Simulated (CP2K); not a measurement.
Runs of CP2K 2026.2 on Au. Symmetry: Fm-3m, No. 225, cubic system. The conventional cell has a = 4.070 Å, b = 4.070 Å, c = 4.070 Å, α = 90.00°, β = 90.00°, γ = 90.00°. Au (site symmetry m-3m) is surrounded by 12 Au at 2.88 Å. 

```csv
level,potentials or basis,smearing,EPS_DEFAULT,NGRIDS,basis sets,potentials,points a segment of the path (NPOINTS),gap on the mesh (eV),pressure (GPa)
LDA,GTH_POTENTIALS Au GTH-PADE-q11; TZVP-MOLOPT-PBE-GTH basis,fermi-dirac 0.1 eV,1.0E-9,4,Au TZVP-MOLOPT-PBE-GTH-q11,Au GTH-PADE-q11 of GTH_POTENTIALS,8,none,2.3
r2SCAN,POTENTIAL_UZH Au GTH-SCAN-q11; TZVP-MOLOPT-SCAN-GTH basis,fermi-dirac 0.05 eV,1.0E-9,4,Au TZVP-MOLOPT-SCAN-GTH-q11,Au GTH-SCAN-q11 of POTENTIAL_UZH,6,none,(a)
TB-mBJ,POTENTIAL_UZH Au GTH-PBE-q11; TZVP-MOLOPT-PBE-GTH basis,fermi-dirac 0.05 eV,1.0E-10,4,Au TZVP-MOLOPT-PBE-GTH-q11,Au GTH-PBE-q11 of POTENTIAL_UZH,10,none,-
PBEsol,POTENTIAL_UZH Au GTH-PBE-q11; TZVP-MOLOPT-PBE-GTH basis,fermi-dirac 0.05 eV,1.0E-10,5,Au TZVP-MOLOPT-PBE-GTH-q11,Au GTH-PBE-q11 of POTENTIAL_UZH,6,none,8.8
```

Alike in all rows: task band structure; no spin polarisation; cell as given; k mesh 11 × 11 × 11.

Question: Estimate the missing entries.

Answer: (a) 10.9.

Caveats: spin-orbit coupling is left out, which moves the levels of the heavy elements; the basis of atomic orbitals isn't converged, which shifts pressures, moduli and gaps; the potentials were made for another functional, which shifts forces and pressure (some runs); this is a model potential without an energy functional, so only levels have meaning (some runs).

A k mesh can miss the band edges, and the runs leave out spin-orbit coupling on Au.

A gap of «none» marks a metal or a gap under the smearing width.

Runs at the PBE level aren't shown here.
